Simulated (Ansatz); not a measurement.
**ZnS: the cell at several levels of theory**

The task here is to estimate one member of a computed series from the others.

Program: Ansatz 0.2.0. PAW datasets, plane waves, zero pressure. Calculated at 0 K for a non-magnetic cell.

## The system as given

This is the cell as the run starts from it, not yet at rest; its lengths are not the crystal's.

Space group F-43m (No. 216), cubic; a = 5.049 Å in the conventional setting, 16.09 Å³ an atom. Zn has 4 S at 2.19 Å; S has 4 Zn at 2.19 Å.

The structure in full:

```cif
data_structure
_symmetry_space_group_name_H-M 'F-43m'
_symmetry_Int_Tables_number 216
_cell_length_a 5.0490
_cell_length_b 5.0490
_cell_length_c 5.0490
_cell_angle_alpha 90.000
_cell_angle_beta 90.000
_cell_angle_gamma 90.000
_cell_volume 128.71
loop_
_atom_site_label
_atom_site_type_symbol
_atom_site_symmetry_multiplicity
_atom_site_Wyckoff_symbol
_atom_site_fract_x
_atom_site_fract_y
_atom_site_fract_z
_atom_site_occupancy
Zn1 Zn 4 a 0.00000 0.00000 0.00000 1
S1 S 4 d 0.25000 0.25000 0.75000 1
```

The first run:

File input.yaml:

```yaml
crystal:
  lattice:
    - [0.0, 2.5245217871, 2.5245217871]
    - [2.5245217871, 0.0, 2.5245217871]
    - [2.5245217871, 2.5245217871, 0.0]
  atoms:
    - { symbol: Zn, position: [0.0, 0.0, 0.0] }
    - { symbol: S, position: [0.25, 0.25, 0.25] }
kpoints:
  mp_grid: { grid: [8, 8, 8] }
hamiltonian:
  xc: pbe
scf:
  occupations: { method: fermi_dirac, width: 0.02 }
relax:
  f_tol: 0.005
  cell: {}
```

Run with:

```bash
ansatz run input.yaml --threads 4 --pin off --max-ram 7372MiB --backend cpu --events-out ev --progress --plain --runs-dir out
```

Steps of the session up to this table: Relaxation with PBE; Relaxation with r2SCAN; Relaxation with PBEsol; LDA: cell and atoms; HSE06: cell and atoms.

One table of the session follows, with a row left open; its other results are not shown here.

| level | a (Å) | volume (Å³/atom) |
| --- | --- | --- |
| PBE | 5.444 | 20.163 |
| r2SCAN | 5.388 | 19.554 |
| PBEsol | ? | ? |
| LDA | 5.297 | 18.575 |
| HSE06 | 5.425 | 19.958 |

**Question.** Estimate the row for PBEsol.

The run gave: a (Å): 5.357; volume (Å³/atom): 19.213. In the column «a (Å)» it lies between LDA (5.297) and r2SCAN (5.388).

The volume runs from LDA (least) to PBE (most), a spread of 8.5 %, or 2.8 % in length if all axes shared it alike. The meshes differ: PBE 8×8×8, r2SCAN 8×8×8, PBEsol 8×8×8, LDA 8×8×8, HSE06 6×6×6.
